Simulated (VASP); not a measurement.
# Cs (Pm-3m) in VASP: a series of runs

Runs on Cs. Level: RPBE. Tasks: single point.

Program: VASP 6.6.1. These are calculated values, not measurements. Logs are shortened: lines on timing, memory, paths and dates and some standing lists are left out, and cuts for length are marked.

## Step 1: The crystal as given

Symmetry: Pm-3m, No. 221, cubic system. The conventional cell has a = 5.365 Å, b = 5.365 Å, c = 5.365 Å, α = 90.00°, β = 90.00°, γ = 90.00°.

This isn't the form of Cs at room conditions, which is bcc.

## Step 2: Single point, RPBE

Input file INCAR:

```
  PREC = Accurate
  ENCUT = 520
  EDIFF = 1E-6
  ISMEAR = -1
  SIGMA = 0.1
  LREAL = F
  LASPH = T
  NELM = 80
  ALGO = Normal
  ISIF = 2
  LWAVE = F
  LCHARG = F
  GGA = RP
  NBANDS = 10
```

Input file KPOINTS:

```
regular mesh
0
Gamma
  7 7 7
```

Input file POSCAR:

```
Cs
1.0
    5.3648005778      0.0000000000      0.0000000000
    0.0000000000      5.3648005778      0.0000000000
    0.0000000000      0.0000000000      5.3648005778
Cs
1
Direct
    0.0000000000      0.0000000000      0.0000000000
```

Potentials or basis: VASP PAW PBE potentials, release 64 (Cs_sv).

The run is started by

```
cat potpaw_PBE.64/Cs_sv/POTCAR > POTCAR
mpirun -np 1 vasp_std > vasp.out
```

OUTCAR:

```text
PREC = Accurate
   ENCUT = 520
   EDIFF = 1E-6
   ISMEAR = -1
   LREAL = F
   LASPH = T
   NELM = 80
   ISIF = 2
   GGA = RP

 ion  position               nearest neighbor table
   1  0.000  0.000  0.000-

  LATTYP: Found a simple cubic cell.
 ALAT       =     5.3648005778

  Lattice vectors:

 A1 = (   5.3648005778,   0.0000000000,   0.0000000000)
 A2 = (   0.0000000000,   5.3648005778,   0.0000000000)
 A3 = (   0.0000000000,   0.0000000000,   5.3648005778)

Analysis of symmetry for initial positions (statically):
=====================================================================
 Subroutine PRICEL returns:
 Original cell was already a primitive cell.

 Routine SETGRP: Setting up the symmetry group for a
 simple cubic supercell.

 Subroutine GETGRP returns: Found 48 space group operations
 (whereof 48 operations were pure point group operations)
 out of a pool of 48 trial point group operations.

The static configuration has the point symmetry O_h .

Analysis of symmetry for dynamics (positions and initial velocities):
=====================================================================
 Subroutine PRICEL returns:
 Original cell was already a primitive cell.

 Routine SETGRP: Setting up the symmetry group for a
 simple cubic supercell.

 Subroutine GETGRP returns: Found 48 space group operations
 (whereof 48 operations were pure point group operations)
 out of a pool of 48 trial point group operations.

The dynamic configuration has the point symmetry O_h .

 Subroutine INISYM returns: Found 48 space group operations
 (whereof 48 operations are pure point group operations),
 and found     1 'primitive' translations

----------------------------------------------------------------------------------------

                                     Primitive cell

  volume of cell :     154.4048

  direct lattice vectors                    reciprocal lattice vectors
     5.364800578  0.000000000  0.000000000     0.186400219  0.000000000  0.000000000
     0.000000000  5.364800578  0.000000000     0.000000000  0.186400219  0.000000000
     0.000000000  0.000000000  5.364800578     0.000000000  0.000000000  0.186400219

  length of vectors
     5.364800578  5.364800578  5.364800578     0.186400219  0.186400219  0.186400219

  position of ions in fractional coordinates (direct lattice)
     0.000000000  0.000000000  0.000000000

  ion indices of the primitive-cell ions
   primitive index   ion index
                 1           1

----------------------------------------------------------------------------------------

 KPOINTS: regular mesh

Automatic generation of k-mesh.
 Grid dimensions read from file:
 generate k-points for:    7    7    7

 Generating k-lattice:

  Cartesian coordinates                     Fractional coordinates (reciprocal lattice)
     0.026628603  0.000000000  0.000000000     0.142857143  0.000000000  0.000000000
     0.000000000  0.026628603  0.000000000     0.000000000  0.142857143  0.000000000
     0.000000000  0.000000000  0.026628603     0.000000000  0.000000000  0.142857143

  Length of vectors
     0.026628603  0.026628603  0.026628603

  Shift w.r.t. Gamma in fractional coordinates (k-lattice)
     0.000000000  0.000000000  0.000000000

 Subroutine IBZKPT returns following result:
 ===========================================

 Found     20 irreducible k-points:

 Following reciprocal coordinates:
            Coordinates               Weight
  0.000000  0.000000  0.000000      1.000000
  0.142857  0.000000  0.000000      6.000000
  0.285714  0.000000  0.000000      6.000000
  0.428571  0.000000  0.000000      6.000000
  0.142857  0.142857  0.000000     12.000000
  0.285714  0.142857  0.000000     24.000000
[... 12 lines left out ...]
  0.428571  0.428571  0.285714     24.000000
  0.428571  0.428571  0.428571      8.000000
   k-points           NKPTS =     20   k-points in BZ     NKDIM =     20   number of bands    NBANDS=     10
   number of dos      NEDOS =    301   number of ions     NIONS =      1
   total plane-waves  NPLWV =  64000
   dimension x,y,z NGX =    40 NGY =   40 NGZ =   40
   dimension x,y,z NGXF=    80 NGYF=   80 NGZF=   80
   ions per type =               1
   NGX,Y,Z   is equivalent  to a cutoff of  12.40, 12.40, 12.40 a.u.
   NGXF,Y,Z  is equivalent  to a cutoff of  24.79, 24.79, 24.79 a.u.
 SYSTEM =  unknown system
   PREC   = accura    normal or accurate (medium, high low for compatibility)
   ISTART =      0    job   : 0-new  1-cont  2-samecut
   ICHARG =      2    charge: 1-file 2-atom 10-const
   ISPIN  =      1    spin polarized calculation?
   LNONCOLLINEAR =      F non collinear calculations
   LSORBIT =      F    spin-orbit coupling
   LASPH  =      T    aspherical Exc in radial PAW
   ENCUT  =  520.0 eV  38.22 Ry    6.18 a.u.   9.97  9.97  9.97*2*pi/ulx,y,z
   NELM   =     80;   NELMIN=  2; NELMDL= -5     # of ELM steps
   EDIFF  = 0.1E-05   stopping-criterion for ELM
   LREAL  =      F    real-space projection
   EDIFFG = 0.1E-04   stopping-criterion for IOM
   NSW    =      0    number of steps for IOM
   IBRION =     -1    ionic relax: 0-MD 1-quasi-New 2-CG
   NFREE  =      0    steps in history (QN), initial steepest desc. (CG)
   ISIF   =      2    stress and relaxation
   ISYM   =      2    0-nonsym 1-usesym 2-fastsym
   POTIM  = 0.5000    time-step for ionic-motion
   TEBEG  =    0.0;   TEEND  =   0.0 temperature during run
   PSTRESS=    0.0 pullay stress
   NELECT =       9.0000    total number of electrons
   NUPDOWN=      -1.0000    fix difference up-down
   EMIN   =  10.00;   EMAX   =-10.00  energy-range for DOS
   EFERMI =   0.00;   METHOD = LEGACY
   ISMEAR =    -1;   SIGMA  =   0.10  broadening in eV -4-tet -1-fermi 0-gaus
   EFERMI_NEDOS =   21; number of points for ismear=-14 and -15
   IALGO  =     38    algorithm
   IMIX   =      4    mixing-type and parameters
     AMIX     =   0.40;   BMIX     =  1.00
     AMIX_MAG =   1.60;   BMIX_MAG =  1.00
  volume/ion in A,a.u.               =     154.40      1041.97
  Fermi-wavevector in a.u.,A,eV,Ry     =   0.634749  1.199502  5.481874  0.402906
  Thomas-Fermi vector in A             =   1.698850
   LORBIT       =      0    0 simple, 1 ext, 2 COOP (PROOUT), +10 PAW based schemes
   GGA     = RP    functional components
   LHFCALC =     F    Hartree Fock is set to
   AEXX    =    0.0000 exact exchange contribution
   IVDW    =     0    specifies the selected vdW correction
   LEPSILON=     F    determine dielectric tensor
   LRPA    =     F    only Hartree local field effects (RPA)
 non-spin polarized calculation
  energy-cutoff  :      520.00
  volume of cell :      154.40
 maximum number of plane-waves:      4173
 NGX is ok and might be reduce to    40
   NGX = 19   NGY = 19   NGZ = 19

 number of electron       9.0000004 magnetization

 Free energy of the ion-electron system (eV)
  ---------------------------------------------------
  ext. energy  EPLUGINS =         0.00000000
  ---------------------------------------------------
  free energy    TOTEN  =        -0.66649345 eV

  energy without entropy =       -0.62678682  energy(sigma->0) =       -0.64664013

 E-fermi :  -0.0422     XC(G=0):  -4.5922

 val. band max:       -0.1181418515   @ k =   0.4286   0.1429   0.1429
 cond. band min:       0.0094533256   @ k =   0.2857   0.2857   0.2857
 fundamental gap:      0.1275951770
 Fermi energy:        -0.0422393931

 k-point     1 :       0.0000    0.0000    0.0000
  band No.  band energies     occupation
      1     -24.2471      2.00000
      2     -11.0210      2.00000
      3     -11.0210      2.00000
      4     -11.0210      2.00000
      5      -1.4230      2.00000
      6       1.3819      0.00000
      7       1.3819      0.00000
      8       3.7641      0.00000
      9       3.7641      0.00000
     10       3.7641      0.00000

 k-point     2 :       0.1429    0.0000    0.0000
  band No.  band energies     occupation
      1     -24.2466      2.00000
      2     -11.0361      2.00000
      3     -11.0197      2.00000
      4     -11.0197      2.00000
      5      -1.2892      1.99999
      6       1.3645      0.00000
      7       1.4390      0.00000
      8       3.3524      0.00000
      9       3.3524      0.00000
     10       3.7276      0.00000

 k-point     3 :       0.2857    0.0000    0.0000
  band No.  band energies     occupation
      1     -24.2456      2.00000
      2     -11.0697      2.00000
      3     -11.0169      2.00000
      4     -11.0169      2.00000
      5      -0.9129      1.99967
      6       1.0753      0.00003
      7       1.5838      0.00000
      8       2.9095      0.00000
      9       2.9095      0.00000
     10       3.5472      0.00000

 k-point     4 :       0.4286    0.0000    0.0000
  band No.  band energies     occupation
      1     -24.2448      2.00000
      2     -11.0962      2.00000
      3     -11.0147      2.00000
      4     -11.0147      2.00000
      5      -0.3781      1.93277
      6       0.4671      0.01220
      7       1.7229      0.00000
      8       2.6683      0.00000
      9       2.6683      0.00000
     10       3.8805      0.00000
[... 170 lines left out ...]
 k-point    18 :       0.4286    0.2857    0.2857
  band No.  band energies     occupation
      1     -24.2418      2.00000
      2     -11.0853      2.00000
      3     -11.0577      2.00000
      4     -11.0564      2.00000
      5       0.4443      0.01530
      6       1.0635      0.00003
      7       1.5287      0.00000
      8       2.2667      0.00000
      9       2.3616      0.00000
     10       2.8374      0.00000

 k-point    19 :       0.4286    0.4286    0.2857
  band No.  band energies     occupation
      1     -24.2410      2.00000
      2     -11.0825      2.00000
      3     -11.0822      2.00000
      4     -11.0544      2.00000
      5       0.7073      0.00111
      6       1.2522      0.00000
      7       1.3241      0.00000
      8       2.0180      0.00000
      9       2.8236      0.00000
     10       2.9421      0.00000

 k-point    20 :       0.4286    0.4286    0.4286
  band No.  band energies     occupation
      1     -24.2402      2.00000
      2     -11.0797      2.00000
      3     -11.0793      2.00000
      4     -11.0793      2.00000
      5       0.9592      0.00009
      6       1.1887      0.00001
      7       1.1887      0.00001
      8       2.6627      0.00000
      9       2.9623      0.00000
     10       2.9628      0.00000

------------------------ aborting loop because EDIFF is reached ----------------------------------------

  FORCE on cell =-STRESS in cart. coord.  units (eV):
  Direction    XX          YY          ZZ          XY          YZ          ZX
  --------------------------------------------------------------------------------------
  -------------------------------------------------------------------------------------
  Total       -0.0764062     -0.0764062     -0.0764062      0.0000000     -0.0000000      0.0000000
  in kB       -0.7928269     -0.7928269     -0.7928269      0.0000000     -0.0000000      0.0000000
  external PRESSURE =      -0.7928269 kB  Pullay stress =       0.0000000 kB

 VOLUME and BASIS-vectors are now :
 -----------------------------------------------------------------------------
  energy-cutoff  :      520.00
  volume of cell :      154.40
      direct lattice vectors                 reciprocal lattice vectors
     5.364800578  0.000000000  0.000000000     0.186400219  0.000000000  0.000000000
     0.000000000  5.364800578  0.000000000     0.000000000  0.186400219  0.000000000
     0.000000000  0.000000000  5.364800578     0.000000000  0.000000000  0.186400219

 POSITION                                       TOTAL-FORCE (eV/Angst)
 -----------------------------------------------------------------------------------
      0.00000      0.00000      0.00000         0.000000      0.000000      0.000000
 -----------------------------------------------------------------------------------
    total drift:                               -0.000000     -0.000000     -0.000000

  FREE ENERGIE OF THE ION-ELECTRON SYSTEM (eV)
  ---------------------------------------------------
  free  energy   TOTEN  =        -0.6664934465 eV

  energy  without entropy=       -0.6267868177  energy(sigma->0) =       -0.64664013
```

It took 30 s on 1 thread of Intel Xeon Platinum 8488C (Sapphire Rapids), shared host; peak memory 0.24 GiB.

Results:

```yaml
Free_energy: -0.6665 eV
Pressure: -0.1 GPa
Band_gap_on_the_k_mesh: none (metal or under the smearing width)
```

Caveat: the PAW data sets were made with another functional, which shifts forces and pressure a little. The run has no spin-orbit coupling, so splittings on Cs are missing.

## Step 3: Single point, RPBE

This run uses another cell than the first one, of 160.12 Å³/atom, 1.037 times its volume.

Input file INCAR:

```
PREC     = Accurate       # precision mode
ENCUT    = 520            # plane-wave cutoff, eV
EDIFF    = 1E-6           # SCF threshold, eV
ISMEAR   = -1             # smearing method
SIGMA    = 0.1            # smearing width, eV
LREAL    = F              # projectors in reciprocal space
LASPH    = T              # aspherical terms in the spheres
NELM     = 60             # most SCF steps
ALGO     = Normal         # electronic algorithm
ISIF     = 2              # what is computed and relaxed
LWAVE    = F              # write WAVECAR
LCHARG   = F              # write CHGCAR
GGA      = RP             # functional
NBANDS   = 10             # bands
```

Input file KPOINTS:

```
Automatic mesh
0
Gamma
  7 7 7
```

Input file POSCAR:

```
Cs
1.0
    5.4302314236      0.0000000000      0.0000000000
    0.0000000000      5.4302314236      0.0000000000
    0.0000000000      0.0000000000      5.4302314236
Cs
1
Direct
    0.0000000000      0.0000000000      0.0000000000
```

Potentials or basis: VASP PAW PBE potentials, release 64 (Cs_sv).

The run is started by

```
cat potpaw_PBE.64/Cs_sv/POTCAR > POTCAR
mpirun -np 1 vasp_std > vasp.out
```

Wall time 23 s (1 thread of Intel Xeon Platinum 8488C (Sapphire Rapids), shared host); peak memory 0.23 GiB.

Results (log left out):

| Item | Value |
| --- | --- |
| Free energy | -0.6632 eV |
| Pressure | -0.1 GPa |
| Band gap on the k mesh | none (metal or under the smearing width) |

Levels at points of the mesh, in eV from the Fermi level:
| k point | band 2 | band 3 | band 4 | band 5 | band 6 | band 7 | band 8 | band 9 |
| --- | --- | --- | --- | --- | --- | --- | --- | --- |
| (0.00, 0.00, 0.00) | -11.00 | -11.00 | -11.00 | -1.35 | 1.43 | 1.43 | 3.74 | 3.74 |

Caveat: the PAW data sets were made with another functional, which shifts forces and pressure a little. The run has no spin-orbit coupling, so splittings on Cs are missing.
